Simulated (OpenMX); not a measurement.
# SnO2 (Cassiterite) in OpenMX: convergence with criterion

Input of the first run (criterion 1.0e-3); the others differ in this setting and in those tied to it:

File SnO2.dat:

```
System.CurrrentDirectory             ./
System.Name                          SnO2
DATA.PATH                            ./DFT_DATA13
level.of.stdout                      1
level.of.fileout                     0
Species.Number                       2
<Definition.of.Atomic.Species
  Sn  Sn7.0-s3p2d1           Sn_CA13
  O   O6.0-s2p2              O_CA13
Definition.of.Atomic.Species>

Atoms.Number                         6
Atoms.SpeciesAndCoordinates.Unit     FRAC
<Atoms.SpeciesAndCoordinates
    1  Sn    0.5083380000    0.5032920000    0.5086530000   7.000  7.000
    2  Sn   -0.0051220000    0.0135540000   -0.0007820000   7.000  7.000
    3  O     0.8109230000    0.1826710000    0.5004320000   3.000  3.000
    4  O     0.6982190000    0.6813010000    0.0618330000   3.000  3.000
    5  O     0.2015220000    0.8103230000    0.4933280000   3.000  3.000
    6  O     0.2970720000    0.3208310000    0.0016070000   3.000  3.000
Atoms.SpeciesAndCoordinates>

Atoms.UnitVectors.Unit               Ang
<Atoms.UnitVectors
     4.7380000000    0.0000000000    0.0000000000
     0.0000000000    4.7380000000    0.0000000000
     0.0000000000    0.0000000000    3.1865000000
Atoms.UnitVectors>

scf.XcType                           LDA
scf.SpinPolarization                 off
scf.ElectronicTemperature            580.226
scf.energycutoff                     500.0
scf.maxIter                          100
scf.EigenvalueSolver                 band
scf.Kgrid                            5 5 7
scf.Mixing.Type                      rmm-diisk
scf.Init.Mixing.Weight               0.05
scf.Min.Mixing.Weight                0.001
scf.Max.Mixing.Weight                0.3
scf.Mixing.History                   25
scf.Mixing.StartPulay                8
scf.criterion                        1.0e-3
scf.stress.tensor                    on
MD.Type                              nomd
```

Potentials or basis: OpenMX 2013 LDA set, Sn7.0-s3p2d1, O6.0-s2p2, grid cutoff 500 Ry.

Run with:

```console
$ openmx SnO2.dat -nt 1 > SnO2.std
```

The cell isn't the ideal one: atoms moved at random, drawn with an rms of 0.1 Å.

Hardware: 1 thread of Arm Neoverse N1 (shared host).

| criterion | energy less the tightest run, at zero smearing (meV/atom) | SCF cycles | CPU time (s) | peak memory (GiB) |
| --- | --- | --- | --- | --- |
| 1.0e-3 | -0.01 | 11 | 170 | 1.3 |
| 1.0e-4 | 0.00 | 12 | 180 | 1.3 |
| 1.0e-5 | 0.00 | 13 | 180 | 1.3 |
| 1.0e-6 | 0.00 | 14 | 190 | 1.3 |
| 1.0e-7 | 0.00 | 17 | 210 | 1.3 |
| 1.0e-8 | 0.00 | 18 | 210 | 1.3 |
| 1.0e-9 | 0.00 | 20 | 230 | 1.3 |
| 1.0e-10 | 0.00 | 22 | 240 | 1.3 |

Against the tightest run, the energy stays within 1 meV/atom from 1.0e-3 on. The tightest run that finished is the yardstick and may itself not be fully converged.

Caveat, for the tightest run too: spin-orbit coupling is left out, which moves the levels of the heavy elements; the basis of atomic orbitals isn't converged, which shifts pressures, moduli and gaps.
